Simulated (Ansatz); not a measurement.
# Strain and the gap of BaTe (zincblende)

BaTe built on the zincblende prototype, relaxed with r2SCAN in the PAW code Ansatz. The symmetry is F-43m (No. 216, cubic); a = 7.828 Å in the conventional setting, 59.97 Å³ an atom. Ba is surrounded by 4 Te at 3.39 Å; Te is surrounded by 4 Ba at 3.39 Å.

The axes x, y and z are those of this cell:
```
CELL_PARAMETERS angstrom
0.00000 3.91416 3.91416
3.91416 0.00000 3.91416
3.91416 3.91416 0.00000
ATOMIC_POSITIONS crystal
Ba 0.00000 0.00000 0.00000
Te 0.25000 0.25000 0.25000
```

Unstrained: The PBE gap is indirect, 2.566 eV (W to Γ), below the direct gap of 2.938 eV at W. The r2SCAN gap is indirect, 2.939 eV (W to Γ), below the direct gap of 3.204 eV at X. The HSE06 gap is indirect, 3.312 eV (W to Γ), below the direct gap of 3.700 eV at X. Meshes: PBE 6×6×6, r2SCAN 6×6×6, HSE06 4×4×4. Strains are changes of length per length. After each strain the atoms were relaxed again with r2SCAN within the symmetry that the strain leaves, so tilts or polar shifts that break it weren't tested; points keep the names that they have in the unstrained zone. Values at 0 K without nuclear motion; spin polarisation is off, and the phase may be a hypothetical one.

Changes of the least gap in eV (an overlap counts as a negative gap):

| strain | volume change (%) | space group | PBE | r2SCAN | HSE06 | G0W0@PBE (mesh) | energy rise, r2SCAN (meV/atom) |
| --- | --- | --- | --- | --- | --- | --- | --- |
| uniaxial +4.0 % along x | +4.0 | I-4m2 | -0.087 | -0.089 | -0.100 | – | 6.5 |
| isotropic -3.0 % on every length | -8.7 | F-43m | +0.106 | +0.109 | +0.123 | +0.06 | 31.5 |
| isotropic -1.5 % on every length | -4.4 | F-43m | +0.056 | +0.057 | +0.064 | +0.04 | 7.3 |
| epitaxial +0.5 % in the plane normal to [111], free normal strain -0.77 % | +0.2 | R3m | -0.007 | -0.009 | -0.010 | – | 0.2 |
| uniaxial -3.0 % along [111] | -3.0 | R3m | +0.023 | +0.022 | +0.025 | – | 3.7 |

Unstrained, G0W0@PBE with 500 empty bands, a screening cutoff of 150 eV and a 4×4×4 mesh gives 3.75 eV on its mesh; the band count follows the volume. No extrapolation in bands, cutoff or mesh was made for G0W0.

Uniaxial +4.0 % along x, other directions held. HSE06: the gap goes from 3.312 to 3.212 eV (-0.100 eV); the edges move from W → Γ to X → Γ; the X points, equivalent before, split by 37 meV, and the valence top lies at those like (0, 1/2, 1/2). Stress change with r2SCAN, compression positive: xx -0.81, yy -0.68, zz -0.68 GPa.

Isotropic -3.0 % on every length. HSE06: the gap goes from 3.312 to 3.435 eV (+0.123 eV). Stress change with r2SCAN, compression positive: xx +2.14, yy +2.14, zz +2.14 GPa. For HSE06, dE_g/d ln V = -1.3 eV over this step.

Isotropic -1.5 % on every length. HSE06: the gap goes from 3.312 to 3.376 eV (+0.064 eV). Stress change with r2SCAN, compression positive: xx +0.97, yy +0.97, zz +0.97 GPa. For HSE06, dE_g/d ln V = -1.4 eV over this step.

Epitaxial +0.5 % in the plane normal to [111], free normal strain -0.77 %. HSE06: the gap goes from 3.312 to 3.302 eV (-0.010 eV); the edges move from W → Γ to X → Γ. Stress change with r2SCAN, compression positive: xx -0.05, yy -0.05, zz -0.05, xy +0.04, xz +0.04, yz +0.04 GPa.

Uniaxial -3.0 % along [111], other directions held. HSE06: the gap goes from 3.312 to 3.337 eV (+0.025 eV); the edges move from W → Γ to X → Γ. Stress change with r2SCAN, compression positive: xx +0.61, yy +0.61, zz +0.61, xy +0.05, xz +0.05, yz +0.05 GPa.

Spin-orbit coupling is left out, which matters wherever the heavy atoms make up the band edges.

The meshes of the hybrids are coarse, so their gaps aren't converged to the digits shown.
